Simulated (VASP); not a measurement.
# Li2O (Fm-3m) in VASP: notebook

The runs below take Li2O through single point, relaxation of cell and atoms, with r2SCAN.

Everything below comes from runs of VASP 6.6.1. Logs are shortened: lines on timing, memory, paths and dates and some standing lists are left out, and cuts for length are marked.

### Step 1. The structure

Symmetry: Fm-3m, No. 225, cubic system. Conventional cell: a = 4.573 Å, b = 4.573 Å, c = 4.573 Å, α = 90.00°, β = 90.00°, γ = 90.00°. Around Li (site symmetry -43m) lie 4 O at 1.98 Å. Around O (site symmetry m-3m) lie 8 Li at 1.98 Å.

### Step 2. Single point, r2SCAN

Contents of POSCAR:

```
Li2O
1.0
    0.0000000000      2.2863730496      2.2863730496
    2.2863730496      0.0000000000      2.2863730496
    2.2863730496      2.2863730496      0.0000000000
Li O
2 1
Direct
    0.2500000000      0.2500000000      0.2500000000
    0.7500000000      0.7500000000      0.7500000000
    0.0000000000      0.0000000000      0.0000000000
```

Contents of INCAR.step1:

```
SYSTEM = Li2O
PREC = Accurate
ENCUT = 520
ISMEAR = 0
SIGMA = 0.02
LREAL = .False.
LASPH = .True.
NELM = 80
NBANDS = 13
GGA = PE
ALGO = Normal
EDIFF = 1E-4
LWAVE = .True.
LCHARG = .False.
```

Contents of INCAR.step2:

```
SYSTEM = Li2O
PREC = Accurate
ENCUT = 520
EDIFF = 1E-6
ISMEAR = 0
SIGMA = 0.02
LREAL = .False.
LASPH = .True.
NELM = 80
ALGO = Normal
ISIF = 2
LWAVE = .False.
LCHARG = .False.
METAGGA = R2SCAN
LMIXTAU = .True.
NBANDS = 13
ISTART = 1
```

Contents of KPOINTS:

```
regular mesh
0
Gamma
  8 8 8
  0 0 0
```

Potentials or basis: VASP PAW PBE potentials, release 64 (Li_sv, O).

The run is started by

```
cat potpaw_PBE.64/Li_sv/POTCAR potpaw_PBE.64/O/POTCAR > POTCAR
cp INCAR.step1 INCAR
mpirun -np 1 vasp_std > vasp.out
cp INCAR.step2 INCAR
mpirun -np 1 vasp_std > vasp.out
```

OUTCAR:

```text
SYSTEM = Li2O
   PREC = Accurate
   ENCUT = 520
   EDIFF = 1E-6
   ISMEAR = 0
   LREAL = .False.
   LASPH = .True.
   NELM = 80
   ISIF = 2
   METAGGA = R2SCAN
   ISTART = 1

 ion  position               nearest neighbor table
   1  0.250  0.250  0.250-   3 1.98   3 1.98   3 1.98   3 1.98   2 2.29   2 2.29   2 2.29   2 2.29
                             2 2.29   2 2.29
   2  0.750  0.750  0.750-   3 1.98   3 1.98   3 1.98   3 1.98   1 2.29   1 2.29   1 2.29   1 2.29
                             1 2.29   1 2.29
   3  0.000  0.000  0.000-   2 1.98   2 1.98   2 1.98   1 1.98   2 1.98   1 1.98   1 1.98   1 1.98

  LATTYP: Found a face centered cubic cell.
 ALAT       =     4.5727460992

  Lattice vectors:

 A1 = (   0.0000000000,   2.2863730496,   2.2863730496)
 A2 = (   2.2863730496,   0.0000000000,   2.2863730496)
 A3 = (   2.2863730496,   2.2863730496,   0.0000000000)

Analysis of symmetry for initial positions (statically):
=====================================================================
 Subroutine PRICEL returns:
 Original cell was already a primitive cell.

 Routine SETGRP: Setting up the symmetry group for a
 face centered cubic supercell.

 Subroutine GETGRP returns: Found 48 space group operations
 (whereof 48 operations were pure point group operations)
 out of a pool of 48 trial point group operations.

The static configuration has the point symmetry O_h .

Analysis of symmetry for dynamics (positions and initial velocities):
=====================================================================
 Subroutine PRICEL returns:
 Original cell was already a primitive cell.

 Routine SETGRP: Setting up the symmetry group for a
 face centered cubic supercell.

 Subroutine GETGRP returns: Found 48 space group operations
 (whereof 48 operations were pure point group operations)
 out of a pool of 48 trial point group operations.

The dynamic configuration has the point symmetry O_h .

 Subroutine INISYM returns: Found 48 space group operations
 (whereof 48 operations are pure point group operations),
 and found     1 'primitive' translations

----------------------------------------------------------------------------------------

                                     Primitive cell

  volume of cell :      23.9040

  direct lattice vectors                    reciprocal lattice vectors
     0.000000000  2.286373050  2.286373050    -0.218686972  0.218686972  0.218686972
     2.286373050  0.000000000  2.286373050     0.218686972 -0.218686972  0.218686972
     2.286373050  2.286373050  0.000000000     0.218686972  0.218686972 -0.218686972

  length of vectors
     3.233419775  3.233419775  3.233419775     0.378776947  0.378776947  0.378776947
[... 93 lines left out ...]
   PSTRESS=    0.0 pullay stress
   NELECT =      12.0000    total number of electrons
   NUPDOWN=      -1.0000    fix difference up-down
   EMIN   =  10.00;   EMAX   =-10.00  energy-range for DOS
   EFERMI =   0.00;   METHOD = LEGACY
   ISMEAR =     0;   SIGMA  =   0.02  broadening in eV -4-tet -1-fermi 0-gaus
   EFERMI_NEDOS =   21; number of points for ismear=-14 and -15
   IALGO  =     38    algorithm
   IMIX   =      4    mixing-type and parameters
     AMIX     =   0.40;   BMIX     =  1.00
     AMIX_MAG =   1.60;   BMIX_MAG =  1.00
  volume/ion in A,a.u.               =       7.97        53.77
  Fermi-wavevector in a.u.,A,eV,Ry     =   1.301102  2.458727 23.032861  1.692868
  Thomas-Fermi vector in A             =   2.432258
   LORBIT       =      0    0 simple, 1 ext, 2 COOP (PROOUT), +10 PAW based schemes
   METAGGA = R2SCAN    functional components
   LHFCALC =     F    Hartree Fock is set to
   AEXX    =    0.0000 exact exchange contribution
   IVDW    =     0    specifies the selected vdW correction
   LEPSILON=     F    determine dielectric tensor
   LRPA    =     F    only Hartree local field effects (RPA)
 non-spin polarized calculation
 Gauss-broadening in eV      SIGMA  =   0.02
  energy-cutoff  :      520.00
  volume of cell :       23.90
 maximum number of plane-waves:       660
   NGX = 13   NGY = 13   NGZ = 13

 number of electron      11.9999988 magnetization

 Free energy of the ion-electron system (eV)
  ---------------------------------------------------
  ext. energy  EPLUGINS =         0.00000000
  ---------------------------------------------------
  free energy    TOTEN  =       -16.82934363 eV

  energy without entropy =      -16.82934363  energy(sigma->0) =      -16.82934363

 E-fermi :   1.1854     XC(G=0): -10.4133

 val. band max:        1.1035400350   @ k =   0.0000   0.0000   0.0000
 cond. band min:       6.8288709167   @ k =   0.5000   0.5000   0.0000
 fundamental gap:      5.7253308817
 Fermi energy:         1.1853906516

 k-point     1 :       0.0000    0.0000    0.0000
  band No.  band energies     occupation
      1     -43.1550      2.00000
      2     -42.8034      2.00000
      3     -15.3155      2.00000
      4       1.1035      2.00000
      5       1.1035      2.00000
      6       1.1035      2.00000
      7       7.4516      0.00000
      8      14.3911      0.00000
      9      14.3911      0.00000
     10      14.3915      0.00000
     11      21.6435      0.00000
     12      21.6435      0.00000
     13      21.6439      0.00000
[... 354 lines left out ...]
  band No.  band energies     occupation
      1     -42.9616      2.00000
      2     -42.9608      2.00000
      3     -15.0878      2.00000
      4      -1.3757      2.00000
      5       0.0892      2.00000
      6       0.2753      2.00000
      7       9.9608      0.00000
      8      12.6729      0.00000
      9      15.5153      0.00000
     10      15.9847      0.00000
     11      20.4196      0.00000
     12      20.7954      0.00000
     13      26.1370      0.00000

 [... further k-points ...]
[... 5 lines left out ...]
  --------------------------------------------------------------------------------------
  -------------------------------------------------------------------------------------
  Total        0.0333376      0.0333376      0.0333376      0.0000000      0.0000000     -0.0000000
  in kB        2.2344623      2.2344623      2.2344623      0.0000000      0.0000000     -0.0000000
  external PRESSURE =       2.2344623 kB  Pullay stress =       0.0000000 kB

 VOLUME and BASIS-vectors are now :
 -----------------------------------------------------------------------------
  energy-cutoff  :      520.00
  volume of cell :       23.90
      direct lattice vectors                 reciprocal lattice vectors
     0.000000000  2.286373050  2.286373050    -0.218686972  0.218686972  0.218686972
     2.286373050  0.000000000  2.286373050     0.218686972 -0.218686972  0.218686972
     2.286373050  2.286373050  0.000000000     0.218686972  0.218686972 -0.218686972

 POSITION                                       TOTAL-FORCE (eV/Angst)
 -----------------------------------------------------------------------------------
      1.14319      1.14319      1.14319         0.000000      0.000000      0.000000
      3.42956      3.42956      3.42956        -0.000000     -0.000000     -0.000000
      0.00000      0.00000      0.00000        -0.000000      0.000000      0.000000
 -----------------------------------------------------------------------------------
    total drift:                               -0.000000      0.000000      0.000000

  FREE ENERGIE OF THE ION-ELECTRON SYSTEM (eV)
  ---------------------------------------------------
  free  energy   TOTEN  =       -16.8293436329 eV

  energy  without entropy=      -16.8293436329  energy(sigma->0) =      -16.82934363
```

OSZICAR.step1:

```text
N       E                     dE             d eps       ncg     rms          rms(c)
DAV:   1     0.442953300224E+02    0.44295E+02   -0.56363E+03   754   0.979E+02
DAV:   2    -0.105546597971E+02   -0.54850E+02   -0.52572E+02   920   0.221E+02
DAV:   3    -0.160443478358E+02   -0.54897E+01   -0.54325E+01  1350   0.507E+01
DAV:   4    -0.161217262045E+02   -0.77378E-01   -0.77366E-01   891   0.720E+00
DAV:   5    -0.161222553714E+02   -0.52917E-03   -0.52916E-03  1083   0.477E-01    0.751E+00
DAV:   6    -0.143663384836E+02    0.17559E+01   -0.82616E+00   794   0.153E+01    0.278E+00
DAV:   7    -0.143384970792E+02    0.27841E-01   -0.17475E-01   942   0.290E+00    0.150E+00
DAV:   8    -0.143392305463E+02   -0.73347E-03   -0.64788E-02   917   0.245E+00    0.435E-01
DAV:   9    -0.143372674913E+02    0.19631E-02   -0.60044E-03   937   0.618E-01    0.129E-01
DAV:  10    -0.143376317711E+02   -0.36428E-03   -0.81344E-04   884   0.211E-01    0.477E-02
DAV:  11    -0.143376146277E+02    0.17143E-04   -0.34884E-05   607   0.633E-02
   1 F= -.14337615E+02 E0= -.14337615E+02  d E =-.798576E-69
```

Wall time 12 s (1 thread of Intel Xeon 6975P-C (Granite Rapids), shared host); peak memory 0.13 GiB.

Results:

| Quantity | Value |
| --- | --- |
| Free energy | -16.8293 eV |
| Band gap on the k mesh | 5.73 eV, indirect (least direct gap 6.35 eV) |

Levels at points of the mesh, in eV from the valence-band top:
```tsv
k point	band 4	band 5	band 6	band 7	band 8	band 9
(0.00, 0.00, 0.00)	0.00	0.00	0.00	6.35	13.29	13.29
(0.50, 0.00, 0.00)	-2.79	-0.46	-0.46	10.29	11.19	13.23
(0.50, 0.50, 0.00)	-1.58	-1.43	-1.43	5.73	15.05	15.05
```

Caveat: the cutoff is under 1.25 times the usual one of these potentials, so pressure, stress and relaxed cells hold a basis-set (Pulay) error; the PAW data sets were made with another functional, which shifts forces and pressure a little.

### Step 3. Relaxation of cell and atoms, r2SCAN

This run uses another cell than the first one, of 8.16 Å³/atom, 1.025 times its volume.

Contents of POSCAR:

```
Li2O
1.0
    0.0000000000      2.3050000000      2.3050000000
    2.3050000000      0.0000000000      2.3050000000
    2.3050000000      2.3050000000      0.0000000000
Li O
2 1
Direct
    0.2500000000      0.2500000000      0.2500000000
    0.7500000000      0.7500000000      0.7500000000
    0.0000000000      0.0000000000      0.0000000000
```

Contents of INCAR.step1:

```
  PREC = Accurate
  ENCUT = 600
  ISMEAR = 0
  SIGMA = 0.02
  LREAL = F
  LASPH = T
  NELM = 80
  GGA = PE
  ALGO = Normal
  EDIFF = 1E-4
  LWAVE = T
  LCHARG = F
```

Contents of INCAR.step2:

```
  PREC = Accurate
  ENCUT = 600
  EDIFF = 1E-6
  ISMEAR = 0
  SIGMA = 0.02
  LREAL = F
  LASPH = T
  NELM = 80
  ALGO = Normal
  ISIF = 3
  LWAVE = F
  LCHARG = F
  METAGGA = R2SCAN
  LMIXTAU = T
  IBRION = 2
  NSW = 100
  EDIFFG = -0.005
  ISTART = 1
```

Contents of KPOINTS:

```
regular mesh
0
Gamma
  8 8 8
```

Potentials or basis: VASP PAW PBE potentials, release 64 (Li_sv, O).

The run is started by

```
cat potpaw_PBE.64/Li_sv/POTCAR potpaw_PBE.64/O/POTCAR > POTCAR
cp INCAR.step1 INCAR
mpirun -np 1 vasp_std > vasp.out
cp INCAR.step2 INCAR
mpirun -np 1 vasp_std > vasp.out
```

It took 56 s on 1 thread of Intel Xeon 6975P-C (Granite Rapids), shared host; peak memory 0.15 GiB.

It converged, with:

* Free energy: -16.8382 eV
* Relaxed volume: 7.95 Å³/atom
* Relaxed cell: a = 3.231 Å, b = 3.231 Å, c = 3.231 Å, α = 60.00°, β = 60.00°, γ = 60.00°
* Space group after relaxing (to 0.05 Å): Fm-3m (No. 225)
* Energy gained by relaxing: 1.4 meV/atom
* Ionic steps: 3
* Pressure after relaxing: 0.0 GPa
* Band gap on the k mesh: 5.73 eV, indirect (least direct gap 6.37 eV)

The path:
```tsv
step	energy change (eV)	largest force (eV/Å)	pressure (GPa)	volume (Å³)
1	0.0000	0.0000	-2.45	24.49
2	-0.0039	0.0000	-0.79	24.05
3	-0.0042	0.0000	0.00	23.85
```

Final structure:
```cif
data_structure
_symmetry_space_group_name_H-M 'P 1'
_symmetry_Int_Tables_number 1
_cell_length_a 3.2310
_cell_length_b 3.2310
_cell_length_c 3.2310
_cell_angle_alpha 60.000
_cell_angle_beta 60.000
_cell_angle_gamma 60.000
_cell_volume 23.85
loop_
_atom_site_label
_atom_site_type_symbol
_atom_site_fract_x
_atom_site_fract_y
_atom_site_fract_z
_atom_site_occupancy
Li1 Li 0.25000 0.25000 0.25000 1
Li2 Li 0.75000 0.75000 0.75000 1
O1 O 0.00000 0.00000 0.00000 1
```

Levels at points of the mesh, in eV from the valence-band top:
```
           k point  band 4  band 5  band 6  band 7  band 8  band 9
(0.00, 0.00, 0.00)    0.00    0.00    0.00    6.37   13.30   13.30
(0.50, 0.00, 0.00)   -2.79   -0.46   -0.46   10.30   11.22   13.24
(0.50, 0.50, 0.00)   -1.58   -1.43   -1.43    5.73   15.07   15.07
```

Caveat: the cutoff is under 1.25 times the usual one of these potentials, so pressure, stress and relaxed cells hold a basis-set (Pulay) error; the PAW data sets were made with another functional, which shifts forces and pressure a little.
